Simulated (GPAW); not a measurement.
# Cu (P-1) in GPAW: optical spectrum with LDA

Aim: the optical spectrum of Cu with LDA.

Program: GPAW 26.7.0. These are calculated values, not measurements. Logs are shortened: lines on timing, memory, paths and dates and some standing lists are left out, and cuts for length are marked. The log counts tension as positive stress, the text compression.

## (1) The cell of the first run

The typed cell holds 1 atom: a = 2.479 Å, b = 2.477 Å, c = 2.450 Å, α = 108.63°, β = 107.81°, γ = 112.70°.

This isn't the form of Cu at room conditions, which is fcc.

## (2) Optical spectrum, LDA (cell sheared at random, sigma 0.01, atoms nudged by 0.01 Å)

run.py

```python
from ase import Atoms
from ase.dft.bandgap import bandgap
from ase.io import write
from gpaw import GPAW, PW
from gpaw.response.df import DielectricFunction

atoms = Atoms(['Cu'],
              cell=[[-1.45398576, 1.46431069, 1.37398204],
                    [1.4487133, -1.4679854, 1.37230683],
                    [1.42515422, 1.43915386, -1.3778349]],
              scaled_positions=[[0.0, 0.0, 0.0]],
              pbc=True)

calc = GPAW(mode=PW(500),
            xc='LDA',
            kpts={'size': (11, 11, 10), 'gamma': True},
            occupations={'name': 'fermi-dirac', 'width': 0.05},
            nbands=14,
            convergence={'density': 1e-06},
            maxiter=150,
            txt='gpaw.txt')
atoms.calc = calc
energy = atoms.get_potential_energy()
calc.write('gs.gpw')
write('result.traj', atoms)
print(f'Energy: {energy:.6f} eV')
print('Fermi level:', round(calc.get_fermi_level(), 4), 'eV')
print(f'Gap: {bandgap(calc)[0]:.4f} eV, direct: {bandgap(calc, direct=True)[0]:.4f} eV')

dense = calc.fixed_density(kpts={'size': (16, 16, 16), 'gamma': True},
                           nbands=22, convergence={'bands': 16, 'eigenstates': 1e-7},
                           update_fermi_level=True, txt='dense.txt')
dense.write('dense.gpw', mode='all')

df = DielectricFunction('dense.gpw', frequencies={'type': 'nonlinear', 'domega0': 0.05, 'omega2': 10},
                        eta=0.1, ecut=50, nbands=16, rate='eta', txt='df.txt')
for direction in ['x', 'y', 'z']:
    df.get_dielectric_function(xc='RPA', direction=direction, filename=f'df_{direction}.csv')
```

Potentials or basis: the program's PAW data sets (release 1.2.1) made for this functional, pw.

Launch:

```console
OMP_NUM_THREADS=1 python run.py
```

gpaw.txt:

```text
__  _  _
 | _ |_)|_||  |
 |__||  | ||/\| - 26.7.0

Input parameters:
  mode=PW(ecut=500.0),
  convergence={'density': 1e-06},
  kpts=MonkhorstPack(size=(11, 11, 10), gamma=True),
  maxiter=150,
  nbands=14,
  occupations=Occupations(name='fermi-dirac', width=0.05),
  xc=XC(name='LDA')

Diagonalizing LCAO Hamiltonian
Converting LCAO to pw mode

       Cu

Atoms  # Å, Bohr magnetons
|   | symbol |        x |        y |        z |    initial magnetic moments |
|---|--------|----------|----------|----------|-----------------------------|
| 0 |     Cu | 0.000000 | 0.000000 | 0.000000 | ( 0.0000,  0.0000,  0.0000) |

Unit cell  # Å
| periodic |         x |         y |         z |  lengths |     angles |
|----------|-----------|-----------|-----------|----------|------------|
|      yes | -1.453986 |  1.464311 |  1.373982 | 2.479134 | 108.632335 |
|      yes |  1.448713 | -1.467985 |  1.372307 | 2.477292 | 107.814216 |
|      yes |  1.425154 |  1.439154 | -1.377835 | 2.449624 | 112.704173 |

Number of symmetries: 2
Symmetry operations  # r_c * U_cc + t_c -> r_c
|   | kind |            matrix            |
|---|------|------------------------------|
| 0 |  E   |  1, 0, 0,  0, 1, 0,  0, 0, 1 |
| 1 |  i   | -1, 0, 0,  0,-1, 0,  0, 0,-1 |

BZ-sampling:
  Number of BZ points: 1210
  Number of IBZ points: 606

  Monkhorst-Pack size: [11, 11, 10]
  Monkhorst-Pack shift: [0.0, 0.0, 0.05]

K-points  # in reciprocal-cell coordinates
|     |                                coordinates |     weight |
|-----|--------------------------------------------|------------|
|   0 | (  0.00000000,   0.00000000,   0.00000000) | 0.00082645 |
|   1 | (  0.00000000,   0.00000000,   0.10000000) | 0.00165289 |
|   2 | (  0.00000000,   0.00000000,   0.20000000) | 0.00165289 |
|   3 | (  0.00000000,   0.00000000,   0.30000000) | 0.00165289 |
|   4 | (  0.00000000,   0.00000000,   0.40000000) | 0.00165289 |
|   5 | (  0.00000000,   0.00000000,   0.50000000) | 0.00082645 |
|   6 | (  0.00000000,   0.09090909,  -0.40000000) | 0.00165289 |
|   7 | (  0.00000000,   0.09090909,  -0.30000000) | 0.00165289 |
|   8 | (  0.00000000,   0.09090909,  -0.20000000) | 0.00165289 |
|   9 | (  0.00000000,   0.09090909,  -0.10000000) | 0.00165289 |
| ... |                                            |            |
| 605 | (  0.45454545,   0.45454545,   0.50000000) | 0.00165289 |

Plane wave coefficients: 305
Cutoff: 500.0 eV

Spin-components: 1 (collinear spins)
Bands:           14
Projectors:      6
Spin-degeneracy: 2
Datatype:        complex128

Parallelization:
  kpt:    1
  domain: 1
  band:   1

Density:
  Valence electrons: 11.0
  Components: 1
  Grid points: [14 14 14]
  Charge: 0.0  # |e|

Potential:
  Grid points: [14 14 14]

species:
  Cu:
    name:    Copper
    Z:       29.0
    valence: 11
    core:    18
    charge:  0.0  # [|e|]
    compensation charges:
      type: gauss
      rc: 0.33  # [Å]
      lmax: 2
    cutoffs:
      filter: 2.06  # [Å]
      core: 2.43  # [Å]
    projectors
    | kind |    occ | energy [eV] | rcut [Å] |
    |------|--------|-------------|----------|
    |   4s |  1.000 |      -4.857 |    1.164 |
    |   4p |  0.000 |      -0.783 |    1.164 |
    |   3d | 10.000 |      -5.324 |    1.058 |
    |    s |        |      22.354 |    1.164 |
    |    p |        |      26.429 |    1.164 |
    |    d |        |      21.887 |    1.058 |

    Using partial waves for Cu as LCAO basis

Reference energy: -44951.097047  # eV

eigensolver:
  PPCG
  Converge bands: occupied
  niter=2

density mixing:
  MSR1-Mixer
  Pratt-step length: 0.05
  Maximum mixing coefficient: 0.75
  Old densities: 10
  SVD Regularization: 0.005
  Good broyden scale: 1.0
  Trust region scale: 1.0
  Backstep threshold: 4.0
  History deletion threshold: 6.0
  Fourier metric: weight=20.0, sigma=0.015

occupation numbers:
  Fermi-Dirac:
    width: 0.0500  # eV

poisson solver:
  ecut: 4000.0  # eV

xc functional:
  name: None

convergence criteria:
- Maximum integral of absolute [dens]ity change: 1e-06 electrons / valence electron
- Maximum [total energy] change in last 3 cyles: 0.0005 eV / valence electron
- Maximum integral of absolute [eigenst]ate change: 4e-08 eV^2 / valence electron
maximum number of iterations: 150

SCF iterations
|iter     | |      energy | eigst |  dens |
|---------|-|-------------|-------|-------|
|iter:   1| |   -5.668293 | -0.43 |       |
|iter:   2| |   -5.267528 | -2.82 | -0.88 |
|iter:   3| |   -4.634013 | -1.73 | -0.98 |
|iter:   4| |   -4.620684 | -4.05 | -1.85 |
|iter:   5| |   -4.610954 | -3.82 | -1.97 |
|iter:   6| |   -4.610968 | -6.16 | -3.64 |
|iter:   7| |   -4.610972c| -6.41 | -3.74 |
|iter:   8| |   -4.610971c| -8.96c| -4.35 |
|iter:   9| |   -4.610971c| -9.23c| -4.71 |
|iter:  10| |   -4.610971c| -9.15c| -5.59 |
|iter:  11| |   -4.610971c|-10.32c| -6.18c|

Converged in 11 steps
Energy contributions relative to reference atoms: (reference = -44951.097047)

Energy contributions:
  Kinetic:         -11.591600
  Coulomb:           9.105426
  Zero:              0.026746
  External:          0.000000
  Xc:               -2.150068
  Entropy:          -0.002951
  Spinorbit:         0.000000
  ----------------------------
  Free energy:      -4.612447
  Extrapolated:     -4.610971

dipole moment: (-3.114194, -3.148404, -3.001399)  # |e|*Ang

Fermi level: 7.985
Eigenvalues  # (at kpt = [0.000, 0.000, 0.000])
| band index |      eig [eV] | occ [0-2] |
|------------|---------------|-----------|
|          0 |        -1.609 |     2.000 |
|          1 |         4.643 |     2.000 |
|          2 |         4.782 |     2.000 |
|          3 |         4.925 |     2.000 |
|          4 |         5.726 |     2.000 |
|          5 |         5.957 |     2.000 |
|          6 |        33.029 |     0.000 |
|          7 |        34.029 |     0.000 |
|          8 |        34.978 |     0.000 |
|          9 |        36.489 |     0.000 |
|         10 |        36.658 |     0.000 |
|         11 |        37.122 |     0.000 |
|         12 |        37.568 |     0.000 |
|         13 |        37.901 |     0.000 |

No gap
No difference between direct/indirect transitions
# Writing to gs.gpw (mode='')
```

Wall time 2.8 min (1 thread of Intel Xeon 6975P-C (Granite Rapids), shared host); peak memory 0.67 GiB.

What came out:

| Item | Value |
| --- | --- |
| Free energy | -4.6124 eV |
| Band gap on the k mesh | none (metal or under the smearing width) |

Dielectric function (mean over the directions given):
```
energy (eV)  real part  imaginary part
       1.04    -107.81           22.85
       1.89     -25.65           10.30
       2.91      -9.93            5.84
       3.76      -6.55            5.08
       4.79      -0.98            7.19
       5.68      -3.67            4.03
       6.63      -2.39            3.18
       7.63      -1.11            2.56
       8.52      -0.90            2.55
       9.56      -1.04            2.53
      10.46      -0.80            2.05
      11.41      -0.73            1.95
      12.30      -0.74            1.50
      13.36      -0.52            1.28
      14.35      -0.41            1.16
      15.26      -0.27            0.85
      16.36      -0.03            0.82
      17.36       0.05            0.75
      18.58       0.30            0.76
      19.87       0.19            0.85
```

Caveat: the intraband term hangs on this k mesh; the long-wavelength limit can be off by several per cent where d states take part; independent-particle spectra lack excitons.
